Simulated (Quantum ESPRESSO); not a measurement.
Write the native input for Quantum ESPRESSO 7.5 that does the following.

| Quantity | Value |
| --- | --- |
| Task | band structure |
| Functional | LDA |
| Potentials or basis | PseudoDojo 0.4.1 SR LDA standard |
| Cutoff | 1061 eV |
| Density cutoff | 4245 eV |
| k mesh | 8 × 8 × 8 |
| Occupations | fermi-dirac, width 0.05 eV |
| Spin | no spin polarisation |
| Form of the LDA correlation | PW92 |
| Mixing beta | 0.5 |
| Most SCF iterations | 120 |
| SCF threshold | 4e-10 Ry |

Crystal: Ge.

```
Ge
1.0
     0.00000    2.82891    2.82891
     2.82891    0.00000    2.82891
     2.82891    2.82891    0.00000
Ge
2
Direct
  0.75000 0.75000 0.75000
  0.50000 0.50000 0.50000
```

These files were run (other wordings do the same):

pw.in

```
&CONTROL
  calculation = 'scf'
  prefix = 'pwscf'
  outdir = './tmp'
  pseudo_dir = './pseudo'
  tprnfor = .true.
  tstress = .true.
  disk_io = 'low'
/
&SYSTEM
  ibrav = 0
  A = 4.00068289
  nat = 2
  ntyp = 1
  ecutwfc = 78
  nbnd = 21
  occupations = 'smearing'
  smearing = 'fd'
  degauss = 0.00367493
/
&ELECTRONS
  conv_thr = 4d-10
  electron_maxstep = 120
  mixing_beta = 0.5
/
ATOMIC_SPECIES
Ge    72.6300 Ge.upf
CELL_PARAMETERS alat
   0.0000000000    0.7071067810    0.7071067810
   0.7071067810    0.0000000000    0.7071067810
   0.7071067810    0.7071067810    0.0000000000
ATOMIC_POSITIONS alat
Ge     1.0606601714    1.0606601714    1.0606601714
Ge     0.7071067810    0.7071067810    0.7071067810
K_POINTS automatic
8 8 8 0 0 0
```

bands.in

```
&CONTROL
  calculation = 'bands'
  prefix = 'pwscf'
  outdir = './tmp'
  pseudo_dir = './pseudo'
  disk_io = 'low'
  verbosity = 'high'
/
&SYSTEM
  ibrav = 0
  A = 4.00068289
  nat = 2
  ntyp = 1
  ecutwfc = 78
  nbnd = 21
  occupations = 'smearing'
  smearing = 'fd'
  degauss = 0.00367493
/
&ELECTRONS
  conv_thr = 1d-08
  electron_maxstep = 120
  mixing_beta = 0.5
  diago_full_acc = .true.
/
ATOMIC_SPECIES
Ge    72.6300 Ge.upf
CELL_PARAMETERS alat
   0.0000000000    0.7071067810    0.7071067810
   0.7071067810    0.0000000000    0.7071067810
   0.7071067810    0.7071067810    0.0000000000
ATOMIC_POSITIONS alat
Ge     1.0606601714    1.0606601714    1.0606601714
Ge     0.7071067810    0.7071067810    0.7071067810
K_POINTS crystal
60
 0.0000000000  0.0000000000  0.0000000000 1
 0.0625000000  0.0000000000  0.0625000000 1
 0.1250000000  0.0000000000  0.1250000000 1
 0.1875000000  0.0000000000  0.1875000000 1
 0.2500000000  0.0000000000  0.2500000000 1
 0.3125000000  0.0000000000  0.3125000000 1
 0.3750000000  0.0000000000  0.3750000000 1
 0.4375000000  0.0000000000  0.4375000000 1
 0.5000000000  0.0000000000  0.5000000000 1
 0.5000000000  0.0625000000  0.5625000000 1
 0.5000000000  0.1250000000  0.6250000000 1
 0.5000000000  0.1875000000  0.6875000000 1
 0.5000000000  0.2500000000  0.7500000000 1
 0.4375000000  0.3125000000  0.7500000000 1
 0.3750000000  0.3750000000  0.7500000000 1
 0.3375000000  0.3375000000  0.6750000000 1
 0.3000000000  0.3000000000  0.6000000000 1
 0.2625000000  0.2625000000  0.5250000000 1
 0.2250000000  0.2250000000  0.4500000000 1
 0.1875000000  0.1875000000  0.3750000000 1
 0.1500000000  0.1500000000  0.3000000000 1
 0.1125000000  0.1125000000  0.2250000000 1
 0.0750000000  0.0750000000  0.1500000000 1
 0.0375000000  0.0375000000  0.0750000000 1
 0.0000000000  0.0000000000  0.0000000000 1
 0.0625000000  0.0625000000  0.0625000000 1
 0.1250000000  0.1250000000  0.1250000000 1
 0.1875000000  0.1875000000  0.1875000000 1
 0.2500000000  0.2500000000  0.2500000000 1
 0.3125000000  0.3125000000  0.3125000000 1
 0.3750000000  0.3750000000  0.3750000000 1
 0.4375000000  0.4375000000  0.4375000000 1
 0.5000000000  0.5000000000  0.5000000000 1
 0.5250000000  0.4500000000  0.5250000000 1
 0.5500000000  0.4000000000  0.5500000000 1
 0.5750000000  0.3500000000  0.5750000000 1
 0.6000000000  0.3000000000  0.6000000000 1
 0.6250000000  0.2500000000  0.6250000000 1
 0.5833333333  0.2500000000  0.6666666667 1
 0.5416666667  0.2500000000  0.7083333333 1
 0.5000000000  0.2500000000  0.7500000000 1
 0.5000000000  0.2857142857  0.7142857143 1
 0.5000000000  0.3214285714  0.6785714286 1
 0.5000000000  0.3571428571  0.6428571429 1
 0.5000000000  0.3928571429  0.6071428571 1
 0.5000000000  0.4285714286  0.5714285714 1
 0.5000000000  0.4642857143  0.5357142857 1
 0.5000000000  0.5000000000  0.5000000000 1
 0.4821428571  0.4821428571  0.5357142857 1
 0.4642857143  0.4642857143  0.5714285714 1
 0.4464285714  0.4464285714  0.6071428571 1
 0.4285714286  0.4285714286  0.6428571429 1
 0.4107142857  0.4107142857  0.6785714286 1
 0.3928571429  0.3928571429  0.7142857143 1
 0.3750000000  0.3750000000  0.7500000000 1
 0.6250000000  0.2500000000  0.6250000000 1
 0.5937500000  0.1875000000  0.5937500000 1
 0.5625000000  0.1250000000  0.5625000000 1
 0.5312500000  0.0625000000  0.5312500000 1
 0.5000000000  0.0000000000  0.5000000000 1
```

Potentials or basis: PseudoDojo 0.4.1 SR LDA standard.

Run with:

```sh
$ OMP_NUM_THREADS=1 pw.x -in pw.in > pw.out
$ OMP_NUM_THREADS=1 pw.x -in bands.in > bands.out
```

Results of the run:

* Pressure: -1.4 GPa
* Band gap on the k mesh: none (metal or under the smearing width)

Caveat: this crystal is a semiconductor, whose small gap the functional closes, so the metal is an error of the method.

Wall time 89 s on 1 thread of Arm Neoverse V1, on a shared host, peak memory 0.1 GiB.
